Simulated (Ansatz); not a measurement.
## Moving the functional in KBr

The structure is cubic, space group Fm-3m (No. 225). Conventional cell: a = 6.600 Å, b = 6.600 Å, c = 6.600 Å, α = 90.00°, β = 90.00°, γ = 90.00°. Around Br (site symmetry m-3m) lie 6 K at 3.30 Å. K (site symmetry m-3m) is surrounded by 6 Br at 3.30 Å.

Kept alike: task single point; k mesh 6 × 6 × 6; occupations fermi-dirac, width 0.05 eV; no spin polarisation. Program: Ansatz, PAW datasets made for the crystal. Cutoffs run from 200 to 220 eV. The mesh is that of the run's cell of 2 atoms. No spin-orbit coupling.

| functional | band gap (eV) | pressure (GPa) |
| --- | --- | --- |
| HSE06 | 5.604 | 0.45 |
| PBE | 4.435 | 0.72 |
| PBE0 | 6.315 | 0.43 |
| PBEsol | 4.282 | -0.33 |

Pressure is positive in compression, with a Pulay correction for the finite cutoff. Spin-orbit coupling, left out here, moves the band edges of heavy atoms and can close or invert small gaps. A gap read on the mesh alone can miss an edge between its points.

What does the functional change here?

The band gap runs from 4.282 (PBEsol) to 6.315 eV (PBE0). From PBE: HSE06 +1.169; PBE0 +1.880; PBEsol -0.153. The pressure runs from -0.33 (PBEsol) to 0.72 GPa (PBE). From PBE: HSE06 -0.27; PBE0 -0.29; PBEsol -1.05.
